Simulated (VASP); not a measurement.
# Relaxed cell of ZnS (Sphalerite): a test of cutoff and mesh

How far does the relaxed cell of ZnS (Sphalerite) depend on cutoff and k mesh? The starting structure is a measured crystal structure from the Crystallography Open Database. The first relaxation on each setting starts from this cell expanded by 3 % in volume.

Calculated with VASP 6.6.1; Kohn-Sham DFT with plane waves and PAW; PBEsol.

## (1) The structure

The structure is cubic, space group F-43m (No. 216). The conventional cell has a = 5.409 Å, b = 5.409 Å, c = 5.409 Å, α = 90.00°, β = 90.00°, γ = 90.00°. Zn has 4 S at 2.34 Å nearest. S has 4 Zn at 2.34 Å nearest. Farther neighbours and most contacts between anions are not listed.

As a file:

```
Zn S
1.0
     0.00000    2.70465    2.70465
     2.70465    0.00000    2.70465
     2.70465    2.70465    0.00000
Zn S
1 1
Cartesian
  0.0000 0.0000 0.0000
  4.0570 4.0570 4.0570
```

## (2) Reference relaxation

This run starts from the cell of an earlier relaxation, which isn't shown; the restart sets up the plane waves anew.

The input, INCAR:

```
SYSTEM = ZnS
PREC = Accurate
ENCUT = 450
EDIFF = 1E-06
NELM = 100
ISMEAR = 0
SIGMA = 0.03
LREAL = .FALSE.
ALGO = Normal
GGA = PS
NBANDS = 15
LORBIT = 11
LWAVE = .FALSE.
LCHARG = .FALSE.
KPAR = 4
IBRION = 2
NSW = 50
ISIF = 3
EDIFFG = -0.006
```

The input, POSCAR:

```
ZnS
1.0
    0.0000000000      2.6797879150      2.6797879150
    2.6797879150      0.0000000000      2.6797879150
    2.6797879150      2.6797879150      0.0000000000
Zn S
1 1
Direct
    0.0000000000      0.0000000000      0.0000000000
    0.7500000000      0.7500000000      0.7500000000
```

The input, KPOINTS:

```
Automatic mesh
0
Gamma
8 8 8
0 0 0
```

PAW data sets: Zn and S (PBE family, release 64).

Run with:

```sh
> mpirun -np 4 vasp_std
```

Output:

```text
[banner, memory and clock lines left out]
running    4 mpi-ranks, on    1 nodes
 distrk:  each k-point on    1 cores,    4 groups
 distr:  one band on    1 cores,    1 groups

 POSCAR found type information on POSCAR ZnS
 POSCAR found :  2 types and       2 ions
|                                                                             |
|               ----> ADVICE to this user running VASP <----                  |
|                                                                             |
|     You enforced a specific xc type in the INCAR file but a different       |
|     [... a line on the potential file left out ...]
|     I HOPE YOU KNOW WHAT YOU ARE DOING!                                     |
|                                                                             |

 LDA part: xc-table for (Slater+PW92), standard interpolation
 POSCAR, INCAR and KPOINTS ok, starting setup
 FFT: planning ... GRIDC
 FFT: planning ... GRID_SOFT
 FFT: planning ... GRID
 WAVECAR not read
 entering main loop
       N       E                     dE             d eps       ncg     rms          rms(c)
DAV:   1     0.834595048394E+02    0.83460E+02   -0.84679E+03   870   0.133E+03
DAV:   2    -0.269508066501E+01   -0.86155E+02   -0.80721E+02   975   0.249E+02
DAV:   3    -0.794033982815E+01   -0.52453E+01   -0.52248E+01  1073   0.630E+01
DAV:   4    -0.799518292565E+01   -0.54843E-01   -0.54831E-01  1059   0.686E+00
DAV:   5    -0.799587006184E+01   -0.68714E-03   -0.68713E-03  1052   0.729E-01    0.699E+00
DAV:   6    -0.760945244341E+01    0.38642E+00   -0.84824E-01  1244   0.349E+01    0.544E+00
DAV:   7    -0.759002268390E+01    0.19430E-01   -0.25725E-01   982   0.527E+00    0.263E+00
DAV:   8    -0.758677517887E+01    0.32475E-02   -0.53144E-03  1186   0.965E-01    0.636E-01
DAV:   9    -0.758657968057E+01    0.19550E-03   -0.10153E-03  1024   0.285E-01    0.935E-02
DAV:  10    -0.758666306141E+01   -0.83381E-04   -0.16125E-04  1088   0.992E-02    0.275E-02
DAV:  11    -0.758665486047E+01    0.82009E-05   -0.27813E-05  1024   0.438E-02    0.607E-03
DAV:  12    -0.758665511544E+01   -0.25497E-06   -0.31808E-06  1038   0.176E-02
   1 F= -.75866551E+01 E0= -.75866551E+01  d E =-.758666E+01
 curvature:   0.00 expect dE= 0.000E+00 dE for cont linesearch  0.000E+00
 trial: gam= 0.00000 g(F)=  0.437E-45 g(S)=  0.178E-05 ort = 0.000E+00 (trialstep = 0.100E+01)
 search vector abs. value=  0.178E-05
 reached required accuracy - stopping structural energy minimisation
```

The job ended after 5.2 s (4 MPI ranks of AMD EPYC 7R43, shared host; peak memory 0.47 GiB; 18 s of CPU time).

The logs omit lines about the potential files and the build; timing stands in the text.

From OUTCAR (step 2):

```text
ion  position               nearest neighbor table
   1  0.000  0.000  0.000-   2 2.32   2 2.32   2 2.32   2 2.32
   2  0.750  0.750  0.750-   1 2.32   1 2.32   1 2.32   1 2.32

  LATTYP: Found a face centered cubic cell.
 ALAT       =     5.3595758300

 Subroutine GETGRP returns: Found 24 space group operations
 (whereof 24 operations were pure point group operations)

The static configuration has the point symmetry T_d .

 Found     29 irreducible k-points:

   k-points           NKPTS =     29   k-points in BZ     NKDIM =     29   number of bands    NBANDS=     15

   dimension x,y,z NGX =    28 NGY =   28 NGZ =   28
   dimension x,y,z NGXF=    56 NGYF=   56 NGZF=   56

   ENCUT  =  450.0 eV  33.07 Ry    5.75 a.u.   6.56  6.56  6.56*2*pi/ulx,y,z

   NELECT =      18.0000    total number of electrons

 k-points in reciprocal lattice and weights: Automatic mesh
   0.00000000  0.00000000  0.00000000       0.002
   0.12500000  0.00000000  0.00000000       0.016
   0.25000000  0.00000000  0.00000000       0.016
   0.37500000  0.00000000  0.00000000       0.016
   0.50000000  0.00000000  0.00000000       0.008
   0.12500000  0.12500000  0.00000000       0.012
   0.25000000  0.12500000  0.00000000       0.047
   0.37500000  0.12500000  0.00000000       0.047
   0.50000000  0.12500000  0.00000000       0.047
[...]
-0.37500000  0.50000000  0.12500000       0.023
  -0.25000000  0.50000000  0.25000000       0.012

 average (electrostatic) potential at core
       1 -35.9125       2 -88.5132

 E-fermi :   2.4112

 k-point     1 :       0.0000    0.0000    0.0000
  band No.  band energies     occupation
    ...
      5      -3.6994      2.00000
      6      -3.6994      2.00000
      7       2.2485      2.00000
      8       2.2485      2.00000
      9       2.2485      2.00000
     10       4.3323      0.00000
     11       8.5367      0.00000
     12       8.5367      0.00000
     13       8.5367      0.00000
     14      14.0126      0.00000
    ...

 k-point     2 :       0.1250    0.0000    0.0000
  band No.  band energies     occupation
    ...
      5      -3.7012      2.00000
      6      -3.7012      2.00000
      7       1.0883      2.00000
      8       2.0918      2.00000
      9       2.0918      2.00000
     10       5.1700      0.00000
     11       8.4488      0.00000
     12       8.8014      0.00000
     13       8.8014      0.00000
     14      13.3736      0.00000
    ...

 k-point     3 :       0.2500    0.0000    0.0000
  band No.  band energies     occupation
    ...
      5      -3.6979      2.00000
      6      -3.6979      2.00000
      7      -0.6880      2.00000
      8       1.7526      2.00000
      9       1.7526      2.00000
     10       5.6819      0.00000
     11       9.1306      0.00000
     12       9.1799      0.00000
     13       9.1799      0.00000
     14      13.1633      0.00000
    ...

  Total       -0.0049629     -0.0049629     -0.0049629     -0.0000000      0.0000000      0.0000000
  in kB       -0.2065924     -0.2065924     -0.2065924     -0.0000000      0.0000000      0.0000000
  external PRESSURE =      -0.2065924 kB  Pullay stress =       0.0000000 kB

  energy-cutoff  :      450.00
  volume of cell :       38.49
      direct lattice vectors                 reciprocal lattice vectors
     0.000000000  2.679787915  2.679787915    -0.186581930  0.186581930  0.186581930
     2.679787915  0.000000000  2.679787915     0.186581930 -0.186581930  0.186581930
     2.679787915  2.679787915  0.000000000     0.186581930  0.186581930 -0.186581930

 POSITION                                       TOTAL-FORCE (eV/Angst)
 -----------------------------------------------------------------------------------
      0.00000      0.00000      0.00000        -0.000000     -0.000000     -0.000000
      4.01968      4.01968      4.01968         0.000000      0.000000      0.000000
 -----------------------------------------------------------------------------------
    total drift:                               -0.000002     -0.000002     -0.000002

  FREE ENERGIE OF THE ION-ELECTRON SYSTEM (eV)
  ---------------------------------------------------
  free  energy   TOTEN  =        -7.5866551154 eV

  energy  without entropy=       -7.5866551154  energy(sigma->0) =       -7.58665512

 reached required accuracy - stopping structural energy minimisation

 total charge
# of ion       s       p       d       tot
------------------------------------------
    1        0.532   0.504   9.801  10.837
    2        1.309   2.422   0.000   3.730
--------------------------------------------------
tot          1.841   2.925   9.801  14.567

[... 3 further parts left out ...]
```

CONTCAR:

```
ZnS
   1.00000000000000
     0.0000000000000000    2.6797879149999999    2.6797879149999999
     2.6797879149999999    0.0000000000000000    2.6797879149999999
     2.6797879149999999    2.6797879149999999    0.0000000000000000
  Zn              S
     1     1
Direct
     0.0000000000000000    0.0000000000000000    0.0000000000000000
     0.7500000000000000    0.7500000000000000    0.7500000000000000
```

The PAW data sets were made with PBE, which is usual practice but a small mismatch for other functionals. The run keeps the 24 symmetry operations of its start, so it cannot find a distortion of lower symmetry.

The reference relaxation ends at 19.244 Å³ an atom. Pressures at 0.985 and 1.015 times this volume, from two more relaxations that aren't shown, give a bulk modulus of 78.8 GPa.

## (3) Relaxation with a cutoff of 280 eV

Against step 2 the input has ENCUT = 280. This run starts from the cell of an earlier relaxation, which isn't shown; the restart sets up the plane waves anew.

Changes to INCAR since step 2:

```diff
@@ -2,3 +2,3 @@
 PREC = Accurate
-ENCUT = 450
+ENCUT = 280
 EDIFF = 1E-06
```

The input, POSCAR:

```
ZnS
1.0
    0.0000000000      2.6755855449      2.6755855449
    2.6755855449      0.0000000000      2.6755855449
    2.6755855449      2.6755855449      0.0000000000
Zn S
1 1
Direct
    0.0000000000      0.0000000000      0.0000000000
    0.7500000000      0.7500000000      0.7500000000
```

KPOINTS is that of step 2.

Run with:

```sh
> mpirun -np 4 vasp_std
```

Output:

```text
[banner, memory and clock lines left out]
running    4 mpi-ranks, on    1 nodes
[...]
[... a notice as in an earlier step ...]

 LDA part: xc-table for (Slater+PW92), standard interpolation
 POSCAR, INCAR and KPOINTS ok, starting setup
[...]
entering main loop
       N       E                     dE             d eps       ncg     rms          rms(c)
DAV:   1     0.642606477975E+02    0.64261E+02   -0.63987E+03   884   0.929E+02
DAV:   2    -0.453433703430E+01   -0.68795E+02   -0.65747E+02  1003   0.199E+02
DAV:   3    -0.795248671549E+01   -0.34181E+01   -0.34095E+01  1073   0.484E+01
DAV:   4    -0.798152332767E+01   -0.29037E-01   -0.29032E-01  1066   0.467E+00
[...]
DAV:  10    -0.757440495954E+01   -0.82927E-04   -0.17226E-04  1018   0.104E-01    0.334E-02
DAV:  11    -0.757439249823E+01    0.12461E-04   -0.42274E-05  1087   0.595E-02    0.670E-03
DAV:  12    -0.757439255484E+01   -0.56616E-07   -0.30090E-06   996   0.237E-02
   1 F= -.75743926E+01 E0= -.75743926E+01  d E =-.757439E+01
[...]
DAV:   5    -0.757461584481E+01    0.53580E-04   -0.50829E-05  1290   0.121E-01    0.121E-02
DAV:   6    -0.757461474629E+01    0.10985E-05   -0.12964E-05   954   0.315E-02    0.613E-03
DAV:   7    -0.757461447534E+01    0.27095E-06   -0.51958E-07   477   0.111E-02
   2 F= -.75746145E+01 E0= -.75746145E+01  d E =-.221920E-03
 trial-energy change:   -0.000222  1 .order   -0.000171   -0.000951    0.000608
 step:   0.6539(harm=  0.6099)  dis= 0.00000  next Energy=    -7.574718 (dE=-0.325E-03)
[...]
N       E                     dE             d eps       ncg     rms          rms(c)
DAV:   1    -0.757630246446E+01   -0.16877E-02   -0.17440E-02  1052   0.279E+00    0.284E-01
DAV:   2    -0.757491411487E+01    0.13883E-02   -0.39461E-03  1094   0.177E+00    0.110E-01
DAV:   3    -0.757475219643E+01    0.16192E-03   -0.14438E-04   996   0.102E-01    0.501E-02
DAV:   4    -0.757471413919E+01    0.38057E-04   -0.20106E-05  1108   0.720E-02    0.254E-02
DAV:   5    -0.757470704019E+01    0.70990E-05   -0.58421E-06  1296   0.410E-02    0.363E-03
DAV:   6    -0.757470705394E+01   -0.13753E-07   -0.14918E-06   674   0.109E-02
   3 F= -.75747071E+01 E0= -.75747071E+01  d E =-.314499E-03
[...]
reached required accuracy - stopping structural energy minimisation
```

Run time: 6.8 s. Hardware: 4 MPI ranks; peak memory 0.41 GiB.

Parts of OUTCAR (step 3):

```text
  Total        0.0061175      0.0061175      0.0061175     -0.0000000     -0.0000000      0.0000000
  in kB        0.2572498      0.2572498      0.2572498     -0.0000000     -0.0000000      0.0000000
  external PRESSURE =       0.2572498 kB  Pullay stress =       0.0000000 kB

 POSITION                                       TOTAL-FORCE (eV/Angst)
 -----------------------------------------------------------------------------------
      0.00000      0.00000      0.00000         0.000000     -0.000000      0.000000
      4.00612      4.00612      4.00612        -0.000000      0.000000     -0.000000
 -----------------------------------------------------------------------------------
    total drift:                               -0.000002     -0.000002     -0.000002

  FREE ENERGIE OF THE ION-ELECTRON SYSTEM (eV)
  ---------------------------------------------------
  free  energy   TOTEN  =        -7.5747070539 eV

  energy  without entropy=       -7.5747070539  energy(sigma->0) =       -7.57470705

[... 2 parts as in an earlier step ...]

[... 2 further parts left out ...]
[key lines of the parts left out:]
E-fermi :   2.5118
```

With a cutoff of 280 eV the cell ends at 19.050 Å³ an atom, -1.01 % from the reference; the bulk modulus is 80.5 GPa against 78.8 GPa.

## (4) Relaxation with a 4×4×4 mesh

Against step 2 the input has a 4×4×4 mesh. This run starts from the cell of an earlier relaxation, which isn't shown; the restart sets up the plane waves anew.

Changes to INCAR since step 3:

```diff
@@ -2,3 +2,3 @@
 PREC = Accurate
-ENCUT = 280
+ENCUT = 450
 EDIFF = 1E-06
```

The input, POSCAR:

```
ZnS
1.0
    0.0000000000      2.6840269066      2.6840269066
    2.6840269066      0.0000000000      2.6840269066
    2.6840269066      2.6840269066      0.0000000000
Zn S
1 1
Direct
    0.0000000000      0.0000000000      0.0000000000
    0.7500000000      0.7500000000      0.7500000000
```

The input, KPOINTS:

```
Automatic mesh
0
Gamma
4 4 4
0 0 0
```

Run with:

```sh
> mpirun -np 4 vasp_std
```

Output:

```text
[... set-up lines as in an earlier step ...]
 entering main loop
       N       E                     dE             d eps       ncg     rms          rms(c)
DAV:   1     0.786993473584E+02    0.78699E+02   -0.83933E+03   240   0.132E+03
DAV:   2    -0.278116735048E+01   -0.81481E+02   -0.77679E+02   275   0.243E+02
DAV:   3    -0.790314003751E+01   -0.51220E+01   -0.51001E+01   310   0.617E+01
DAV:   4    -0.795783198612E+01   -0.54692E-01   -0.54687E-01   254   0.688E+00
[...]
DAV:  10    -0.753446598927E+01   -0.10439E-03   -0.19826E-04   283   0.129E-01    0.532E-02
DAV:  11    -0.753445326943E+01    0.12720E-04   -0.44562E-05   303   0.829E-02    0.709E-03
DAV:  12    -0.753445305717E+01    0.21226E-06   -0.37956E-06   291   0.312E-02
   1 F= -.75344531E+01 E0= -.75344531E+01  d E =-.753445E+01
[...]
reached required accuracy - stopping structural energy minimisation
```

It took 3 s on 4 MPI ranks; peak memory 0.45 GiB.

Parts of OUTCAR (step 4):

```text
  Total       -0.0096677     -0.0096677     -0.0096677      0.0000000      0.0000000      0.0000000
  in kB       -0.4005388     -0.4005388     -0.4005388      0.0000000      0.0000000      0.0000000
  external PRESSURE =      -0.4005388 kB  Pullay stress =       0.0000000 kB

 POSITION                                       TOTAL-FORCE (eV/Angst)
 -----------------------------------------------------------------------------------
      0.00000      0.00000      0.00000        -0.000000      0.000000      0.000000
      4.02604      4.02604      4.02604         0.000000     -0.000000     -0.000000
 -----------------------------------------------------------------------------------
    total drift:                               -0.000002     -0.000002     -0.000002

  FREE ENERGIE OF THE ION-ELECTRON SYSTEM (eV)
  ---------------------------------------------------
  free  energy   TOTEN  =        -7.5344530572 eV

  energy  without entropy=       -7.5344530572  energy(sigma->0) =       -7.53445306

[... 1 part as in an earlier step ...]

[... 3 further parts left out ...]
[key lines of the parts left out:]
E-fermi :   2.3870
```

With a 4×4×4 mesh the cell ends at 19.336 Å³ an atom, +0.48 % from the reference; the bulk modulus is 78.2 GPa against 78.8 GPa.

(Continued in part 2 of 2.)

[Lines on the potential files, build, host, timing and source positions are cut from VASP's logs without a mark.]

[Logs are printed without paths, hosts, clocks, repeated set-up lines and the standing remarks that a program may print on its own settings, such as how far it seeks lower states.]

[Hosts, paths, dates, database ids (printed as entryN), source tags and the programs' standing remarks are cut or masked in the printed files.]
